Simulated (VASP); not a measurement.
Here is a VASP 6.6.1 calculation.

Contents of INCAR:

```
SYSTEM = Sb
PREC     = Accurate       ! precision mode
ENCUT    = 600            ! plane-wave cutoff, eV
EDIFF    = 1E-6           ! SCF threshold, eV
ISMEAR   = -1             ! smearing method
SIGMA    = 0.05           ! smearing width, eV
LREAL    = .FALSE.        ! projectors in reciprocal space
LASPH    = .TRUE.         ! aspherical terms in the spheres
NELM     = 80             ! most SCF steps
ALGO     = Fast           ! electronic algorithm
ISIF     = 2              ! what is computed and relaxed
LWAVE    = .FALSE.        ! write WAVECAR
LCHARG   = .FALSE.        ! write CHGCAR
LDIPOL   = .TRUE.       
IDIPOL   = 3            
DIPOL    = 0.5 0.5 0.500
GGA      = PE             ! functional
IBRION   = 2              ! ionic algorithm
NSW      = 40             ! ionic steps
EDIFFG   = -0.01          ! ionic threshold
```

Contents of KPOINTS:

```
Automatic mesh
0
G
  7 7 1
  0 0 0
```

File POSCAR:

```
Sb
1.0
    3.3690001795      0.0000000000      0.0000000000
   -1.6845000897      2.9176397408      0.0000000000
    0.0000000000      0.0000000000     30.9900000000
Sb
7
Selective dynamics
Direct
    0.6666666667      0.3333333334      0.2420135528  F F F
    0.3333333333      0.6666666666      0.3280090352  F F F
    0.6666666667      0.3333333334      0.4140045176  F F F
    0.3333333333      0.6666666666      0.5000000000  T T T
    0.6666666667      0.3333333334      0.5859954824  T T T
    0.3333333333      0.6666666666      0.6719909648  T T T
    0.6666666667      0.3333333334      0.7579864472  T T T
```

Potentials or basis: VASP PAW PBE potentials, release 64 (Sb).

The run is started by

```sh
$ cat potpaw_PBE.64/Sb/POTCAR > POTCAR
$ mpirun -np 1 vasp_std > vasp.out
```

Problem. Estimate the energy gained by relaxing.

Solution. 8.4 meV/atom.

The path:
```csv
step,energy change (eV),largest force (eV/Å),pressure (GPa)
1,0.0000,0.5520,1.01
2,-0.0209,0.5515,1.05
3,-0.0555,0.5440,1.27
4,-0.0558,0.5435,1.31
5,-0.0559,0.5437,1.30
6,-0.0564,0.5413,1.29
7,-0.0570,0.5351,1.28
8,-0.0573,0.5362,1.28
9,-0.0575,0.5377,1.27
10,-0.0577,0.5406,1.27
11,-0.0578,0.5406,1.25
12,-0.0580,0.5410,1.21
13,-0.0582,0.5378,1.20
14,-0.0587,0.5278,1.18
15,-0.0584,0.5079,1.13
16,-0.0588,0.5209,1.16
```

Caveat: the bands computed are all filled at some k points, so no gap is given. Spin-orbit coupling is left out, which matters for the levels of Sb.
